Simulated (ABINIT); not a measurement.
Si:

```
CELL_PARAMETERS angstrom
2.87212 -5.98273 0.00000
2.87212 5.98273 0.00000
0.00000 0.00000 3.84691
ATOMIC_POSITIONS crystal
Si 0.01112 0.40148 0.25000
Si 0.40148 0.01112 0.75000
Si 0.59852 0.98888 0.25000
Si 0.98888 0.59852 0.75000
Si 0.44398 0.55602 0.25000
Si 0.55602 0.44398 0.75000
```

The cell was built by a generator and needn't be a form met in nature.

Base run:

```yaml
Program: ABINIT 10.8.3 (patched build)
Functional: r2SCAN
Potentials_or_basis: JTH PAW PBE v2.0
Cutoff: 490 eV
k_mesh: 5 × 5 × 7
Occupations: fermi-dirac, width 0.05 eV
Spin: no spin polarisation
```

Its results: band gap on the k mesh 0.62 eV, indirect (least direct gap 0.64 eV); pressure -1.4 GPa; largest force 0.025 eV/Å.

After a change of settings the same cell gave: band gap on the k mesh 0.36 eV, direct; pressure -1.6 GPa; largest force 0.039 eV/Å. Which change was it?
A. functional from r2SCAN to WC
B. functional from r2SCAN to PBE
C. functional from r2SCAN to BLYP
D. functional from r2SCAN to RPBE

A.

r2SCAN gives the wider gap, since meta-GGAs in the generalised Kohn-Sham scheme recover part of the derivative discontinuity.

Caveats: the PAW data sets were made with another functional, which shifts forces and pressure a little; an odd mesh through Γ misses points on the zone boundary, where band edges often lie.
